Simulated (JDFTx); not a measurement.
The system is Li2S.

```xyz
3
Lattice="0.0000 2.8445 2.8445 2.8445 0.0000 2.8445 2.8445 2.8445 0.0000" Properties=species:S:1:pos:R:3 pbc="T T T"
S     0.0000    0.0000    0.0000
Li    4.2668    4.2668    4.2668
Li    1.4223    1.4223    1.4223
```

Program: JDFTx 1.7.0 (patched build). Alike in all runs: task single point; no spin polarisation; cell as given; smearing fermi-dirac 0.05 eV.

Problem. Order these runs on this cell by their band gap on the k mesh, lowest first.
A. level r2SCAN; potentials or basis SG15-PBE-1.2 with smoothed tails; k mesh 4 × 4 × 4; cutoff (eV) 1088; local potential set to -Z/r beyond 6 bohr; pseudo rcut 6; mesh quality coarse
B. level PBEsol; potentials or basis PseudoDojo-SR-PBEsol-0.4.1-standard with smoothed tails; k mesh 8 × 8 × 8; cutoff (eV) 1007; local potential set to -Z/r beyond 6 bohr; pseudo rcut 6; mesh quality not flagged
C. level PBE; potentials or basis PseudoDojo-SR-PBE-0.5-standard; k mesh 8 × 8 × 8; cutoff (eV) 1007; mesh quality not flagged

Solution. B (3.22 eV), C (3.39 eV), A (3.88 eV).

Caveats: some runs use coarse meshes.

A k mesh can miss the band edges.

Not every run made on this cell is shown here.
